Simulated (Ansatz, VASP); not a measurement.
# InP in two plane-wave programs

Aim: how closely do two programs agree when they are given the same cell, functional and k mesh? The cell is the relaxed one of a volume series.

Calculated with Ansatz 0.2.0; plane waves, with VASP 6.6.1 beside it; single point at PBEsol.

## (1) The structure

Symmetry: F-43m, No. 216, cubic system. Conventional cell: a = 5.878 Å, b = 5.878 Å, c = 5.878 Å, α = 90.00°, β = 90.00°, γ = 90.00°. Nearest to In lie 4 P at 2.55 Å. Nearest to P lie 4 In at 2.55 Å. Farther neighbours are not listed.

## (2) VASP: single point, PBEsol

With cell and atoms fixed, the geometry can't cause a difference; cores, projectors, grids and the points listed under the comparison can.

Lines of VASP's logs that name or quote its potential files are left out, and so is its time.

The input asks for a relaxation, which ended at its first step since no free force or stress exceeded the threshold; so it serves as a single point.

File INCAR:

```
SYSTEM = InP
PREC = Accurate
ENCUT = 400
EDIFF = 1E-08
NELM = 100
ISMEAR = 0
SIGMA = 0.05
LREAL = .FALSE.
ALGO = Normal
GGA = PS
NBANDS = 15
LORBIT = 11
LWAVE = .FALSE.
LCHARG = .FALSE.
KPAR = 16
IBRION = 2
NSW = 30
ISIF = 4
EDIFFG = -0.002
```

File POSCAR:

```
InP
1.0
    0.0000000000      2.9390002270      2.9390002270
    2.9390002270      0.0000000000      2.9390002270
    2.9390002270      2.9390002270      0.0000000000
In P
1 1
Direct
    0.0000000000      0.0000000000      0.0000000000
    0.2500000000      0.2500000000      0.2500000000
```

File KPOINTS:

```
Automatic mesh
0
Gamma
10 10 10
0 0 0
```

PAW data sets: In_d and P (PBE family, release 64).

Started as:

```bash
> mpirun -np 16 vasp_std
```

Numbers of over 12 decimals in the logs are rounded to 6 here.

Output:

```text
[banner, memory and clock lines left out]
running   16 mpi-ranks, on    1 nodes
 distrk:  each k-point on    1 cores,   16 groups
 distr:  one band on    1 cores,    1 groups

 POSCAR found type information on POSCAR InP
 POSCAR found :  2 types and       2 ions
|                                                                             |
|           W    W    AA    RRRRR   N    N  II  N    N   GGGG   !!!           |
|           W    W   A  A   R    R  NN   N  II  NN   N  G    G  !!!           |
|           W    W  A    A  R    R  N N  N  II  N N  N  G       !!!           |
|           W WW W  AAAAAA  RRRRR   N  N N  II  N  N N  G  GGG   !            |
|           WW  WW  A    A  R   R   N   NN  II  N   NN  G    G                |
|           W    W  A    A  R    R  N    N  II  N    N   GGGG   !!!           |
|                                                                             |
|     For optimal performance we recommend to set                             |
|       NCORE = 2 up to number-of-cores-per-socket                            |
|     NCORE specifies how many cores store one orbital (NPAR=cpu/NCORE).      |
|     This setting can greatly improve the performance of VASP for DFT.       |
|     The default, NCORE=1 might be grossly inefficient on modern             |
|     multi-core architectures or massively parallel machines. Do your        |
|     Unfortunately you need to use the default for GW and RPA                |
|     calculations (for HF NCORE is supported but not extensively tested      |
|     yet).                                                                   |
|                                                                             |

|                                                                             |
|               ----> ADVICE to this user running VASP <----                  |
|                                                                             |
|     You enforced a specific xc type in the INCAR file but a different       |
|     [... a line on the potential file left out ...]
|     I HOPE YOU KNOW WHAT YOU ARE DOING!                                     |
|                                                                             |

 LDA part: xc-table for (Slater+PW92), standard interpolation
 POSCAR, INCAR and KPOINTS ok, starting setup
 FFT: planning ... GRIDC
 FFT: planning ... GRID_SOFT
 FFT: planning ... GRID
 WAVECAR not read
 entering main loop
       N       E                     dE             d eps       ncg     rms          rms(c)
DAV:   1     0.103578892689E+03    0.10358E+03   -0.72686E+03  1417   0.112E+03
DAV:   2    -0.258051938207E+01   -0.10616E+03   -0.10205E+03  1522   0.281E+02
DAV:   3    -0.937629534471E+01   -0.67958E+01   -0.67618E+01  1788   0.746E+01
DAV:   4    -0.954985444224E+01   -0.17356E+00   -0.17351E+00  1814   0.132E+01
DAV:   5    -0.955757153290E+01   -0.77171E-02   -0.77168E-02  1986   0.234E+00    0.540E+00
DAV:   6    -0.919168144274E+01    0.36589E+00   -0.59349E-01  2267   0.141E+01    0.317E+00
DAV:   7    -0.915829775427E+01    0.33384E-01   -0.14409E-01  2026   0.352E+00    0.111E+00
DAV:   8    -0.915559918465E+01    0.26986E-02   -0.14268E-02  1830   0.149E+00    0.314E-01
DAV:   9    -0.915580226342E+01   -0.20308E-03   -0.12549E-03  1888   0.443E-01    0.152E-01
DAV:  10    -0.915585182336E+01   -0.49560E-04   -0.16310E-04  2240   0.131E-01    0.102E-01
DAV:  11    -0.915587706163E+01   -0.25238E-04   -0.31969E-05  1713   0.637E-02    0.199E-02
DAV:  12    -0.915587686392E+01    0.19771E-06   -0.62923E-06  1858   0.403E-02    0.120E-02
DAV:  13    -0.915587689773E+01   -0.33816E-07   -0.54216E-07  1725   0.505E-03    0.972E-03
DAV:  14    -0.915587698439E+01   -0.86653E-07   -0.14167E-07  1669   0.394E-03    0.176E-03
DAV:  15    -0.915587697293E+01    0.11459E-07   -0.81930E-09  1433   0.953E-04    0.114E-03
DAV:  16    -0.915587697560E+01   -0.26739E-08   -0.12571E-09   943   0.382E-04
   1 F= -.91558770E+01 E0= -.91558770E+01  d E =-.915588E+01
 curvature:   0.00 expect dE= 0.000E+00 dE for cont linesearch  0.000E+00
 trial: gam= 0.00000 g(F)=  0.495E-46 g(S)=  0.176E-33 ort = 0.000E+00 (trialstep = 0.100E+01)
 search vector abs. value=  0.100E-09
 reached required accuracy - stopping structural energy minimisation
```

OUTCAR, selected parts (step 2):

```text
ion  position               nearest neighbor table
   1  0.000  0.000  0.000-   2 2.55   2 2.55   2 2.55   2 2.55
   2  0.250  0.250  0.250-   1 2.55   1 2.55   1 2.55   1 2.55

  LATTYP: Found a face centered cubic cell.
 ALAT       =     5.8780004540

 Subroutine GETGRP returns: Found 24 space group operations
 (whereof 24 operations were pure point group operations)

The static configuration has the point symmetry T_d .

 Found     47 irreducible k-points:

   k-points           NKPTS =     47   k-points in BZ     NKDIM =     47   number of bands    NBANDS=     15

   dimension x,y,z NGX =    28 NGY =   28 NGZ =   28
   dimension x,y,z NGXF=    56 NGYF=   56 NGZF=   56

   ENCUT  =  400.0 eV  29.40 Ry    5.42 a.u.   6.78  6.78  6.78*2*pi/ulx,y,z

   NELECT =      18.0000    total number of electrons

 k-points in reciprocal lattice and weights: Automatic mesh
   0.00000000  0.00000000  0.00000000       0.001
   0.10000000  0.00000000  0.00000000       0.008
   0.20000000  0.00000000  0.00000000       0.008
   0.30000000  0.00000000  0.00000000       0.008
   0.40000000  0.00000000  0.00000000       0.008
   0.50000000  0.00000000  0.00000000       0.004
   0.10000000  0.10000000  0.00000000       0.006
   0.20000000  0.10000000  0.00000000       0.024
   0.30000000  0.10000000  0.00000000       0.024
[...]
-0.30000000  0.40000000  0.20000000       0.024
  -0.30000000  0.50000000  0.20000000       0.012

 average (electrostatic) potential at core
       1 -95.5761       2 -82.8404

 E-fermi :   5.2401

 k-point     1 :       0.0000    0.0000    0.0000
  band No.  band energies     occupation
    ...
      5      -8.9840      2.00000
      6      -6.4921      2.00000
      7       4.9968      2.00000
      8       4.9968      2.00000
      9       4.9968      2.00000
     10       5.5648      0.00000
     11       9.0129      0.00000
     12       9.0129      0.00000
     13       9.0129      0.00000
     14      13.3118      0.00000
    ...

 k-point     2 :       0.1000    0.0000    0.0000
  band No.  band energies     occupation
    ...
      5      -8.9840      2.00000
      6      -6.3776      2.00000
      7       3.8003      2.00000
      8       4.8719      2.00000
      9       4.8719      2.00000
     10       6.3880      0.00000
     11       9.0676      0.00000
     12       9.2005      0.00000
     13       9.2005      0.00000
     14      13.8917      0.00000
    ...

 k-point     3 :       0.2000    0.0000    0.0000
  band No.  band energies     occupation
    ...
      5      -8.9829      2.00000
      6      -6.0487      2.00000
      7       2.2702      2.00000
      8       4.5893      2.00000
      9       4.5893      2.00000
     10       6.7170      0.00000
     11       9.5751      0.00000
     12       9.5751      0.00000
     13       9.6742      0.00000
     14      13.4687      0.00000
    ...

  Total        0.0023376      0.0023376      0.0023376      0.0000000      0.0000000     -0.0000000
  in kB        0.0737661      0.0737661      0.0737661      0.0000000      0.0000000     -0.0000000
  external PRESSURE =       0.0737661 kB  Pullay stress =       0.0000000 kB

  energy-cutoff  :      400.00
  volume of cell :       50.77
      direct lattice vectors                 reciprocal lattice vectors
     0.000000000  2.939000227  2.939000227    -0.170125880  0.170125880  0.170125880
     2.939000227  0.000000000  2.939000227     0.170125880 -0.170125880  0.170125880
     2.939000227  2.939000227  0.000000000     0.170125880  0.170125880 -0.170125880

 POSITION                                       TOTAL-FORCE (eV/Angst)
 -----------------------------------------------------------------------------------
      0.00000      0.00000      0.00000        -0.000000     -0.000000     -0.000000
      1.46950      1.46950      1.46950         0.000000      0.000000      0.000000
 -----------------------------------------------------------------------------------
    total drift:                                0.000000      0.000000      0.000000

  FREE ENERGIE OF THE ION-ELECTRON SYSTEM (eV)
  ---------------------------------------------------
  free  energy   TOTEN  =        -9.1558769756 eV

  energy  without entropy=       -9.1558769756  energy(sigma->0) =       -9.15587698

 reached required accuracy - stopping structural energy minimisation

 total charge
# of ion       s       p       d       tot
------------------------------------------
    1        0.830   0.766   9.899  11.495
    2        1.029   1.472   0.000   2.501
--------------------------------------------------
tot          1.859   2.238   9.899  13.996

[... 3 further parts left out ...]
```

The run keeps the 24 symmetry operations of its start, so it cannot find a distortion of lower symmetry.

## (3) Ansatz: single point, PBEsol

Ansatz runs on its default PAW (the set named soft_2) files.

The same cell, functional, mesh and smearing now go to Ansatz, which takes its cutoff from its data sets.

File input.yaml:

```yaml
crystal:
  lattice:
    - [0.0, 2.93900023, 2.93900023]
    - [2.93900023, 0.0, 2.93900023]
    - [2.93900023, 2.93900023, 0.0]
  atoms:
    - { symbol: In, position: [0.0, 0.0, 0.0] }
    - { symbol: P, position: [0.25, 0.25, 0.25] }
hamiltonian:
  xc: pbesol
  pseudopotentials: { kind: paw }
kpoints:
  mp_grid: { grid: [10, 10, 10] }
scf:
  occupations: { method: gaussian, width: 0.05 }
  n_extra_bands: 4
output:
  forces: true
  stress: true
  eigenvalues: true
```

Started as:

```bash
> ansatz run input.yaml --threads 2 --pin off --max-ram 4608MiB --backend cpu --events-out ev --progress --plain --runs-dir out
```

Output:

```text
scf.n_extra_bands = 4 over 9 filled bands (N_el = 18.0): the run solves 13 bands
Engine: ansatz 0.2.0, aarch64-unknown-linux-gnu
Pseudopotentials: kind: paw
Pseudopotential: In, paw, valence charge 13, recommended cutoff 420 eV (normal), In.paw.azcp
Pseudopotential: P, paw, valence charge 5, recommended cutoff 420 eV (normal), P.paw.azcp
Functional definition: PBEsol
  exchange = pbesol_x
  correlation = pbesol_c
Crystal: 2 atoms, lattice volume = 50.773 Å³
Basis set: ecut = 420 eV, 965 PW (Γ), exchange–correlation on 60×60×60 points (8 copies of the dense FFT grid, shifted against one another)
Bands: 13, of which v1, the nominal top of the filled ones, is band 9 counted from 1 (8 counted from 0)
Symmetry: 24 space group operations
Space group: F-43m (ITA 216), of the structure as read, at distance tolerance 3.7e-5 Å
k-points: 47 of 1000 (time reversal used)
Non-local potential: In, projectors of the file, l = 0: 2, l = 1: 2, l = 2: 2, l = 3: 2
Non-local potential: P, projectors of the file, l = 0: 2, l = 1: 2, l = 2: 2
PAW form: soft (Blöchl's): semilocal exchange-correlation on the pseudo side does not see the compensation charge
PAW frozen core: In, regenerated for the run's functional, and the local potential with it (the file was generated under x = pbe(κ = 0.804, μ = 0.219515), c = pbe(β = 0.066725))
PAW frozen core: P, regenerated for the run's functional, and the local potential with it (the file was generated under x = pbe(κ = 0.804, μ = 0.219515), c = pbe(β = 0.066725))
PAW one-centre angular grid: In, 590 points (default); XC on 64 Gauss nodes
PAW one-centre angular grid: P, 110 points (default); XC on 64 Gauss nodes
Initial density: superposition of atomic densities (neutral atoms: chi_scale 0, normalization atom), corrected by the library's trained network
Initial wavefunctions: pseudopotential atomic-orbital guess
Functional: x = pbesol(κ = 0.804, μ = 0.123457), c = pbesol(β = 0.046)
SCF iter   1: F=—  HF=-6265.876855 eV  |F-HF|=—  |Δ(HF+E_count)|=         —  Δρ=5.44e-3  dr2=2.69e-2  ethr=1.77e-3  ⟨swp⟩=6.4  Hψ=4109  notcnv=0
preconditioner: auto → none  [insulator: Δε(μ)=0.526 eV  Ē_g=14.593 eV  σ=0.050 eV  W_gap=1.00  n_scr=14 (ndim 8)  ℏωp=22.1 eV  f_vac=0.021  D(μ)=0.00/eV (n_scr^D=0)  ε∞_Penn≈3.3]
SCF iter   2: F=—  HF=-6265.867331 eV  |F-HF|=—  |Δ(HF+E_count)|=   9.52e-3  Δρ=1.81e-3  dr2=1.54e-3  ethr=1.49e-4  ⟨swp⟩=2.6  Hψ=1344  notcnv=0
SCF iter   3: F=—  HF=-6265.866956 eV  |F-HF|=—  |Δ(HF+E_count)|=   3.75e-4  Δρ=5.14e-4  dr2=1.60e-4  ethr=8.54e-6  ⟨swp⟩=2.0  Hψ=1099  notcnv=0
SCF iter   4: F=—  HF=-6265.866973 eV  |F-HF|=—  |Δ(HF+E_count)|=   1.70e-5  Δρ=2.45e-4  dr2=3.07e-5  ethr=8.90e-7  ⟨swp⟩=2.1  Hψ=725  notcnv=0
SCF iter   5: F=—  HF=-6265.866988 eV  |F-HF|=—  |Δ(HF+E_count)|=   1.52e-5  Δρ=4.54e-5  dr2=1.50e-6  ethr=1.71e-7  ⟨swp⟩=2.2  Hψ=761  notcnv=0
SCF iter   6: F=-6265.866989 eV  HF=-6265.866989 eV  |F-HF|=3.50e-9  |Δ(HF+E_count)|=   2.84e-7  Δρ=4.34e-6  dr2=7.72e-9  ethr=5.56e-10  ⟨swp⟩=5.3  Hψ=3371  notcnv=0
SCF 1 converged in 6 iterations: F = -6265.866989 eV  dr2 = 7.72e-9
  greatest PAW one-centre occupation: 0.981 electrons in one spin orbital (limit 2), on the In atom at site 0 (counted from 0), in its partial waves of l = 2
SCF converged after 6 iterations
Free energy (F): -6265.866989 eV
Harris-Foulkes:  -6265.866989 eV  (|F-HF|=3.50e-9)
Internal energy: -6265.866989 eV  (E = F + TS)
E sigma→0 (E₀):  -6265.866989 eV
Fermi energy:    7.070197 eV
--- Per-component energies (eV) ---
  E_band       = -55.510167
  E_kinetic    = 313.358351
  E_local      = -1404.266158  (includes V_loc(G=0)·N_el)
  E_nonlocal   = 402.765004
  E_hartree    = 552.239162
  E_xc         = -274.040035
  E_vxc        = -160.072245  (∫ρ·V_xc dr)
  E_paw        = -4639.027608  (= ΣΔE_a)
  E_vpaw       = -311.774024  (= ΣTr[D̂ρ^β])
  E_aug_tail   = 0.000029  (compensation charges beyond the density's cutoff)
  E_ewald      = -1217.177732
  E_core_change = 0.281999  (= ΣΔE_core)
  E_smearing   = -0.000000  (= −TS)
  E_closure    = -0.000000  (closes the sum)
  Σ components = -6265.866989   (vs F -6265.866989, Δ=0.00e0)
--- Forces (eV/Å), atoms counted from 1 ---
  atom   1  In     0.00000000    -0.00000000    -0.00000000
  atom   2  P     -0.00000000    -0.00000000    -0.00000000
  max |Σ_I F_I| component: 3.01e-17 eV/Å
--- Stress (GPa, compression-positive) ---
        0.012853      -0.000000      -0.000000
        0.000000       0.012853       0.000000
       -0.000000       0.000000       0.012853
  P = ⅓ Tr σ = 0.0129 GPa (0.129 kbar)
--- Band table (eV; the first three rows and the last of 47) ---
  k-point 0: bands = [... 5 lower, -4.7029, 6.7827, 6.7827, 6.7827, 7.3529, 10.7953, 10.7953, 10.7953]
  k-point 1: bands = [... 5 lower, -4.5887, 5.5875, 6.6581, 6.6581, 8.1756, 10.8503, 10.9824, 10.9824]
  k-point 2: bands = [... 5 lower, -4.2601, 4.0583, 6.3758, 6.3758, 8.5052, 11.3561, 11.3561, 11.4571]
  k-point 46: bands = [... 5 lower, -2.2587, 1.1437, 3.8751, 3.9071, 10.4708, 10.7369, 12.8157, 13.2456]
```

Run time: 1.8 s. Hardware: 2 threads of Arm Neoverse V1, shared host; peak memory 0.34 GiB; 3.3 s of CPU time.

The run ends at a pressure of 0.01 GPa.

## (4) Differences

Known differences besides the potentials themselves: the cutoff is 420 eV in Ansatz and 400 eV in VASP; Ansatz makes its cores anew for this functional, VASP keeps those of its PBE data sets; VASP leaves aspherical gradient terms in its spheres out (LASPH is not set), Ansatz keeps them. Total energies have different zeros and are not compared.

Both answers:

```tsv
quantity	Ansatz	VASP	difference
pressure (GPa)	0.01	0.01	+0.01
gap on the k mesh (eV)	0.570	0.568	+0.002
```

A gap on the mesh is an upper bound, since the band edges may lie between its points. Ansatz's pressure holds a Pulay correction of 0.04 GPa; VASP's holds none.

## (5) Ansatz: single point, PBEsol, volume scaled by 1.035

A single point gives forces, pressure and levels at one fixed geometry, so differences don't come from the geometry; what else differs is listed under the comparison. The cell compared in this pair holds 52.55 Å³, against 50.77 Å³ for the pair before.

The cell is a member of a volume series, scaled by 1.035 from a relaxed one, so a pressure remains.

input.yaml, the sections that differ from step 3:

```yaml
crystal:
  lattice:
    - [0.0, 2.97289613, 2.97289613]
    - [2.97289613, 0.0, 2.97289613]
    - [2.97289613, 2.97289613, 0.0]
  atoms:
    - { symbol: In, position: [0.0, 0.0, 0.0] }
    - { symbol: P, position: [0.25, 0.25, 0.25] }
output:
  forces: true
  stress: true
  eigenvalues: true
  write_density: true
  write_potential: true
  elf: true
  volumetric_format: npy
# hamiltonian, kpoints, scf: as in step 3
```

Output:

```text
[...]
Crystal: 2 atoms, lattice volume = 52.550 Å³
Basis set: ecut = 420 eV, 965 PW (Γ), exchange–correlation on 60×60×60 points (8 copies of the dense FFT grid, shifted against one another)
Bands: 13, of which v1, the nominal top of the filled ones, is band 9 counted from 1 (8 counted from 0)
Symmetry: 24 space group operations
[...]
k-points: 47 of 1000 (time reversal used)
[...]
--- Band table (eV; the first three rows and the last of 47) ---
  k-point 0: bands = [... 5 lower, -4.8987, 6.3581, 6.3581, 6.3581, 6.7437, 10.3696, 10.3696, 10.3696]
  k-point 1: bands = [... 5 lower, -4.7906, 5.1404, 6.2406, 6.2406, 7.6155, 10.4074, 10.5483, 10.5483]
  k-point 2: bands = [... 5 lower, -4.4801, 3.6658, 5.9735, 5.9735, 7.9713, 10.9091, 10.9091, 10.9601]
  k-point 46: bands = [... 5 lower, -2.6142, 0.8571, 3.5887, 3.6303, 10.0447, 10.2112, 12.2992, 12.7802]
[key lines of the parts left out:]
SCF converged after 6 iterations
Free energy (F): -6265.854963 eV
Fermi energy:    6.554337 eV
P = ⅓ Tr σ = -2.1102 GPa (-21.102 kbar)
```

Elapsed: 2.4 s, on 2 threads; peak memory 0.34 GiB.

The run ends at a pressure of -2.11 GPa.

(Continued in part 2 of 2.)

[Lines on the potential files, build, host, timing and source positions are cut from VASP's logs without a mark.]

[Logs are printed without paths, hosts, clocks, repeated set-up lines and the standing remarks that a program may print on its own settings, such as how far it seeks lower states.]

[Hosts, paths, dates, database ids (printed as entryN), source tags and the programs' standing remarks are cut or masked in the printed files.]
